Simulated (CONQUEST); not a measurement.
I under changes of volume

One of the cells (40.553 Å³/atom); the others are scaled copies at fixed shape and fractional positions:

```xyz
4
Lattice="4.3845 0.0000 0.0000 0.0000 4.7312 0.0000 0.0000 0.0000 7.8197" Properties=species:S:1:pos:R:3 pbc="T T T"
I     0.0000    0.0000    0.0000
I     0.0000    2.3656    3.9098
I     2.1922    0.0000    3.9098
I     2.1922    2.3656    0.0000
```

| Property | Result |
| --- | --- |
| Program | CONQUEST 1.3 |
| Functional | PBE |
| Potentials or basis | PseudoDojo NC PBE, SZP, grid of 48 × 48 × 80 points |
| k mesh | 6 × 6 × 4 |
| Occupations | fermi-dirac, width 0.05 eV |
| Spin | no spin polarisation |

```tsv
volume (Å³/atom)	energy over the lowest point (meV/atom)	pressure (GPa)
38.120	?	?
38.931	25.77	2.7
39.742	14.19	1.9
40.553	6.00	1.3
41.364	1.48	0.5
42.175	0.00	0.1
42.986	0.93	-0.4
```

What does the run at 38.120 Å³/atom give?

Energy over the lowest point 41.94 meV/atom; pressure 3.7 GPa.

Worked out: A Birch-Murnaghan fit of order 3 (a polynomial in V^(-2/3)) to the other rows has its minimum at 42.24 Å³/atom with B0 = V·E''(V) = 27 GPa and B' = 5.0 at fixed shape and positions, which overstates the stiffness. It gives 41.78 meV/atom at 38.120 Å³/atom, against the run's 41.94, and -dE/dV = 3.6 GPa, against 3.7.

Energies are extrapolated to zero smearing.

Caveats: the atomic basis is small; this functional lacks dispersion, which binds the layers, so the pressure and a relaxed spacing across them are unreliable; the basis of atomic orbitals isn't converged, which shifts pressures, moduli and gaps.
